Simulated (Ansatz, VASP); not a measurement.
**One calculation of Al2O3, two programs**

File INCAR:

```
PREC = Accurate
ENCUT = 600
EDIFF = 1E-6
ISMEAR = -1
SIGMA = 0.05
LREAL = F
LASPH = T
NELM = 100
ALGO = Normal
ISIF = 3
LWAVE = F
LCHARG = F
IBRION = 2
NSW = 60
EDIFFG = -0.02
PSTRESS = 0
```

KPOINTS

```
regular mesh
0
Gamma
  5 3 7
```

The input POSCAR:

```
Al2O3
1.0
    4.6137770000      0.0000000000      0.0000000000
    0.0000000000      9.5632790000      0.0000000000
    0.0000000000      0.0000000000      3.1198620000
Al O
4 6
Direct
    0.9829750000      0.8245730000      0.0000000000
    0.0170250000      0.1754270000      0.0000000000
    0.4829750000      0.6754270000      0.5000000000
    0.5170250000      0.3245730000      0.5000000000
    0.5000000000      0.5000000000      0.5000000000
    0.1236350000      0.7530500000      0.5000000000
    0.3763650000      0.2530500000      0.0000000000
    0.6236350000      0.7469500000      0.0000000000
    0.0000000000      0.0000000000      0.0000000000
    0.8763650000      0.2469500000      0.5000000000
```

File input.yaml:

```yaml
crystal:
  lattice:
    - [4.613777, 0.0, 0.0]
    - [0.0, 9.563279, 0.0]
    - [0.0, 0.0, 3.119862]
  atoms:
    - { symbol: Al, position: [0.982975, 0.824573, 0.0] }
    - { symbol: Al, position: [0.017025, 0.175427, 0.0] }
    - { symbol: Al, position: [0.482975, 0.675427, 0.5] }
    - { symbol: Al, position: [0.517025, 0.324573, 0.5] }
    - { symbol: O, position: [0.5, 0.5, 0.5] }
    - { symbol: O, position: [0.123635, 0.75305, 0.5] }
    - { symbol: O, position: [0.376365, 0.25305, 0.0] }
    - { symbol: O, position: [0.623635, 0.74695, 0.0] }
    - { symbol: O, position: [0.0, 0.0, 0.0] }
    - { symbol: O, position: [0.876365, 0.24695, 0.5] }
hamiltonian:
  xc: lda
  pseudopotentials: { kind: paw }
kpoints:
  mp_grid: { grid: [5, 3, 7] }
scf:
  occupations: { method: fermi_dirac, width: 0.05 }
output:
  forces: true
  stress: true
  eigenvalues: true
relax:
  f_tol: 0.01
  max_steps: 40
  cell: { stress_tol: 0.05 }
```

Measurements of this composition are mostly on another form, of space group No. 167.

Alike in both runs: task relaxation of cell and atoms; functional LDA; k mesh 5 × 3 × 7; occupations fermi-dirac, width 0.05 eV; no spin polarisation.

|  | VASP | Ansatz |
| --- | --- | --- |
| version | VASP 6.6.1 | Ansatz 0.2.0 |
| potentials or method | VASP PAW LDA potentials, release 64 (Al, O) | Ansatz PAW |
| plane-wave cutoff (eV) | 600 | 420 |
| valence electrons in the cell | 48 | 48 |

|  | VASP | Ansatz | Ansatz less VASP |
| --- | --- | --- | --- |
| gap on the k mesh at the Fermi level, each at its own relaxed structure (eV) | 3.43 | 3.48 | +0.042 |
| relaxed volume (Å³/atom) | 13.16 | 13.08 | -0.081 |
| relaxed cell length with the largest relative difference (Å) | 4.609 | 4.593 | -0.0165 |
| energy change over the relaxation (meV/atom) | -30 | -31 | -1.2 |

Caveats: an odd mesh through Γ misses points on the zone boundary, where band edges often lie (VASP); odd divisions of the mesh miss points on the zone boundary, where band edges often lie, so the gap on the mesh can be too wide (Ansatz); the plane-wave basis is chosen anew once the cell has moved, so the energies of steps on either side of that aren't comparable (Ansatz); the pressure holds a Pulay correction of +0.7 GPa for the finite cutoff (Ansatz); the PAW data sets come from PBE, with cores solved anew for the run's functional, which leaves a small shift of forces and pressure (Ansatz).
